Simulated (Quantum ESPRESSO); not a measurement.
TiB2:

```
CELL_PARAMETERS angstrom
3.02920 0.00000 0.00000
-1.51460 2.62336 0.00000
0.00000 0.00000 3.22840
ATOMIC_POSITIONS crystal
Ti 0.00000 0.00000 0.00000
B 0.66667 0.33333 0.50000
B 0.33333 0.66667 0.50000
```

| Item | Value |
| --- | --- |
| Program | Quantum ESPRESSO 7.5 |
| Task | single point |
| Functional | PBE |
| Potentials or basis | SSSP 1.3 efficiency PBE |
| Cutoff | 748 eV |
| Density cutoff | 5987 eV |
| k mesh | 10 × 10 × 8 |
| Occupations | fermi-dirac, width 0.05 eV |
| Spin | no spin polarisation |

On this cell: pressure 0.0 GPa; largest force under 0.003 eV/Å; band gap on the k mesh none (metal or under the smearing width).

The same run follows on a disturbed copy (atoms moved at random, drawn with an rms of 0.05 Å):

```
CELL_PARAMETERS angstrom
3.02920 0.00000 0.00000
-1.51460 2.62336 0.00000
0.00000 0.00000 3.22840
ATOMIC_POSITIONS crystal
Ti 0.99663 0.98608 0.98473
B 0.65640 0.31348 0.50274
B 0.33149 0.66649 0.49409
```

Problem. What does the disturbed cell give?

Solution. The energy (extrapolated to zero smearing) moves by +13.1 meV/atom; pressure 0.6 GPa; largest force 0.937 eV/Å; band gap on the k mesh none (metal or under the smearing width).

Forces on the atoms (eV/Å):
```
Ti  -0.205  0.139  0.632
B    0.046  0.771 -0.472
B    0.159 -0.910 -0.160
```

Stress tensor (GPa, compression positive):
```
-0.36  0.05 -0.16
 0.05  2.15  0.08
-0.16  0.08  0.12
```
